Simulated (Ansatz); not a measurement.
# SrF2, pressure series

Start from SrF₂ in the fluorite structure (space group Fm-3m, No. 225; a = 5.758 Å).

Cell and atoms are relaxed at each pressure.

All numbers come from PBEsol, PAW, 420 eV (Ansatz, a quantum-chemistry and plane-wave program; no SOC).

```json
[
 {"pressure (GPa)": "-2", "volume per atom (Å³/atom)": "16.379"},
 {"pressure (GPa)": "-1", "volume per atom (Å³/atom)": "16.133"},
 {"pressure (GPa)": "0", "volume per atom (Å³/atom)": "15.909"},
 {"pressure (GPa)": "0.3", "volume per atom (Å³/atom)": "15.843"},
 {"pressure (GPa)": "1.5", "volume per atom (Å³/atom)": "?"},
 {"pressure (GPa)": "3", "volume per atom (Å³/atom)": "15.321"},
 {"pressure (GPa)": "5", "volume per atom (Å³/atom)": "14.988"},
 {"pressure (GPa)": "7.5", "volume per atom (Å³/atom)": "14.621"},
 {"pressure (GPa)": "10", "volume per atom (Å³/atom)": "14.297"}
]
```

Question: Fit the third-order Birch–Murnaghan form P(V) = (3B₀/2)[(V₀/V)^(7/3) − (V₀/V)^(5/3)]·[1 + (3/4)(B₀′ − 4)((V₀/V)^(2/3) − 1)] (squares taken in P) to the rows shown and predict the withheld row.

Answer: Least squares on the printed values gives V₀ = 15.908 Å³/atom, B₀ = 73.2 GPa, B₀′ = 4.6; this predicts 15.599 Å³/atom, and the run gives 15.599 Å³/atom, in agreement.

Load acts through the strain it causes; cell and atoms are relaxed under it. No phonon test of stability was made. Competing high-pressure phases were not computed.
